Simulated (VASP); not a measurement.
Sn, 3 atoms in the cell. Symmetry: P6/mmm, No. 191, hexagonal system. The conventional cell has a = 5.465 Å, b = 5.465 Å, c = 3.332 Å, α = 90.00°, β = 90.00°, γ = 120.00°. Around Sn (site symmetry 6/mmm) lie 14 Sn at 3.33 to 3.57 Å. Sn (site symmetry -6m2) has 11 Sn at 3.16 to 3.57 Å as nearest neighbours. This isn't the form of Sn at room conditions, which is tetragonal (white tin).

* Program: VASP 6.6.1
* Task: single point
* Functional: RPBE
* Potentials or basis: VASP PAW PBE potentials, release 64 (Sn_d)
* Cutoff: 520 eV
* k mesh: 8 × 8 × 11
* Occupations: fermi-dirac, width 0.1 eV
* Spin: no spin polarisation
* Dipole correction: no
* Further INCAR settings: ALGO = Fast; EDIFF = 1e-06; NBANDS = 28

Potentials or basis: VASP PAW PBE potentials, release 64 (Sn_d).

Run with:

```bash
$ cat potpaw_PBE.64/Sn_d/POTCAR > POTCAR
$ mpirun -np 1 vasp_std > vasp.out
```

Hardware: 1 thread of Intel(R) Xeon(R) Platinum 8488C (Sapphire Rapids) (shared host).

Q: How long does it take, and how much memory?

A: It took 2.5 min on 1 thread of Intel(R) Xeon(R) Platinum 8488C (Sapphire Rapids), on a shared host, peak memory 0.28 GiB. Counts: scf iterations 12, k points 60.
